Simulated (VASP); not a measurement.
Input of a VASP 6.6.1 run:

INCAR

```
ALGO = Fast ; EDIFF = 1E-6
ENCUT = 520 ; GGA = PE
ISIF = 2 ; ISMEAR = 0
LASPH = True ; LCHARG = False
LREAL = False ; LWAVE = False
NBANDS = 16 ; NELM = 100
PREC = Accurate ; SIGMA = 0.01
```

The input KPOINTS:

```
k-points
0
Gamma
  4 4 4
```

File POSCAR:

```
GaN
1.0
    0.0000000000      2.2535010000      2.2535010000
    2.2535010000      0.0000000000      2.2535010000
    2.2535010000      2.2535010000      0.0000000000
Ga N
1 1
Direct
    0.0000000000      0.0000000000      0.0000000000
    0.7500000000      0.7500000000      0.7500000000
```

Potentials or basis: VASP PAW PBE potentials, release 64 (Ga_d, N).

Run with:

```bash
$ cat potpaw_PBE.64/Ga_d/POTCAR potpaw_PBE.64/N/POTCAR > POTCAR
$ mpirun -np 1 vasp_std > vasp.out
```

Problem. Estimate the band gap on the k mesh.

Solution. 1.70 eV, direct.

Problem. Estimate the pressure.

Solution. 5.0 GPa.

Caveat: the k mesh is coarse (spacing up to 0.60 Å⁻¹), so the values aren't converged. As with any semilocal functional, this PBE gap is likely too small.
